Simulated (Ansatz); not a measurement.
# AlN: moving Al off its site

AlN, F-43m, a = 4.368 Å (as given, not relaxed at this level: 0.3 GPa). This isn't the usual stable structure of the compound. Ansatz: r2SCAN, PAW, 500 eV, Γ-centred 6×6×6 mesh on 8 atoms, Gaussian smearing 0.05 eV; no spin polarisation.

```
CELL_PARAMETERS angstrom
4.36799 0.00000 0.00000
0.00000 -4.36799 0.00000
0.00000 0.00000 -4.36799
ATOMIC_POSITIONS crystal
Al 0.00000 0.50000 0.50000
Al 0.50000 0.00000 0.50000
Al 0.50000 0.50000 0.00000
Al 0.00000 0.00000 0.00000
N 0.75000 0.75000 0.75000
N 0.25000 0.25000 0.75000
N 0.25000 0.75000 0.25000
N 0.75000 0.25000 0.25000
```

Atom 1 (Al) moves by x along the unit vector (0.707, 0.707, 0.000), with its periodic images; all else is held. y is the free energy of the cell over the start, F the force along the path summed over the moved atoms. Symmetry makes y even in x.

| x (Å) | y (meV) | F (eV/Å) |
| --- | --- | --- |
| -0.300 | ? | ? |
| -0.100 | 108.7 | 2.19 |
| 0.000 | 0.0 | 0.00 |
| 0.050 | 27.1 | -1.08 |
| 0.150 | 246.5 | -3.33 |
| 0.200 | 443.0 | -4.54 |
| 0.250 | 701.5 | -5.82 |

Problem. Fit y = c2 x² + c4 x⁴ to the energies of the other rows, give the force constant, and predict energy and force of the missing row.

Solution. Least squares on the rows shown. y = 10807 x² + 6681.4 x⁴. The force constant is 2 c2 = 21.6 eV/Å² (for all images moving together, not for a lone atom). The force −dy/dx at the missing row is 7.21 eV/Å (computed 7.20). At x = -0.300 the fit asked for gives 1026.7 meV. The run gave 1026.5 meV, so the fit is 0.2 meV too high, a small miss on the scale of the series.